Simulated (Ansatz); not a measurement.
Crystal: Cu.

```xyz
2
Lattice="2.5341 0.0000 0.0000 -1.2670 2.1946 0.0000 0.0000 0.0000 4.1126" Properties=species:S:1:pos:R:3 pbc="T T T"
Cu    1.2670    0.7315    3.0844
Cu    0.0000    1.4631    1.0281
```

This isn't the form of Cu at room conditions, which is fcc.

```yaml
Program: Ansatz 0.2.0
Task: relaxation of cell and atoms
Functional: HSE06
Potentials_or_basis: Ansatz PAW
Cutoff: "420 eV (not typed: the program's choice for these potentials)"
k_mesh: 6 × 6 × 4
Occupations: fermi-dirac, width 0.05 eV
Spin: no spin polarisation
```

At the start: volume 11.44 Å³/atom.

Q: How do energy, volume and symmetry change on relaxing?

A: It ends after 7 steps and the volume is 12.11 Å³/atom (+5.9 %); space group P6_3/mmc (No. 194, to 0.05 Å).

Step by step:
| step | energy change (eV) | largest force (eV/Å) | volume (Å³) |
| --- | --- | --- | --- |
| 1 | 0.0000 | 0.0000 | 22.87 |
| 2 | -0.0220 | 0.0000 | 23.45 |
| 3 | -0.0314 | 0.0000 | 24.17 |
| 4 | -0.0314 | 0.0000 | 24.25 |
| 5 | -0.0342 | 0.0000 | 24.25 |
| 6 | -0.0343 | 0.0000 | 24.23 |
| 7 | -0.0342 | 0.0000 | 24.23 |

Final structure:
```yaml
crystal:
  lattice:
    - [2.59460, 0.00000, 0.00000]
    - [-1.29730, 2.24699, 0.00000]
    - [0.00000, 0.00000, 4.15552]
  atoms:
    - { symbol: Cu, position: [0.66667, 0.33333, 0.75000] }
    - { symbol: Cu, position: [0.33333, 0.66667, 0.25000] }
```

Caveat: the k mesh is coarse (spacing up to 0.48 Å⁻¹), so the values aren't converged, least of all with exact exchange; the plane-wave basis is chosen anew once the cell has moved, so the energies of steps on either side of that aren't comparable; the pressure holds a Pulay correction of +0.4 GPa for the finite cutoff; the PAW data sets come from PBE, with cores solved anew for the run's functional, which leaves a small shift of forces and pressure.
